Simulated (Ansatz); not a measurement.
## One structure, 3 elements: TiB, ZrB, HfB

Plane-wave DFT in Ansatz with scalar-relativistic PAW potentials, cutoff 500 eV, Γ-centred meshes chosen by cell and gap, Gaussian smearing with energies taken to zero width. Every cell was relaxed (cell and atoms) in a run of its own, within the symmetry of its start. Functional: r2SCAN.

All members share space group F-43m and the same sites; only the element on one set of sites changes (Ti, Zr, Hf). Members needn't be the stable form of their composition. Energies over the elements, where given, are against the elements' standard states in the same functional (H₂, N₂, O₂ and halogens uncorrected, Hg as a solid). The first member:

Space group F-43m (No. 216). a = 4.953 Å, b = 4.953 Å, c = 4.953 Å, α = 90.00°, β = 90.00°, γ = 90.00°
```tsv
atom	site	symmetry	x	y	z
Ti	4c	-43m	0.2500	0.2500	0.2500
B	4a	-43m	0.0000	0.0000	0.0000
```

```csv
compound,V (Å³/atom),a (Å),energy over elements (eV/atom)
TiB,15.19,4.953,0.685
HfB,17.88,5.230,0.516
```

Q: Predict the member with Zr.

A: V (Å³/atom) 18.49, a (Å) 5.289, energy over elements (eV/atom) 0.456. Interpolating linearly in period between Ti and Hf would give 16.54 Å³/atom (10.6 % too small), with 0.600 eV/atom over the elements. Over the whole series the volume has no steady trend down the group (least for Ti); all are metallic on the mesh; none is bound against its elements in this structure, and Zr comes closest. Hf is no larger than Zr here (17.88 against 18.49 Å³/atom), as one expects from the lanthanide contraction and relativistic shrinking of 6s.

Spin-orbit coupling is left out, which matters for the bands of heavy elements.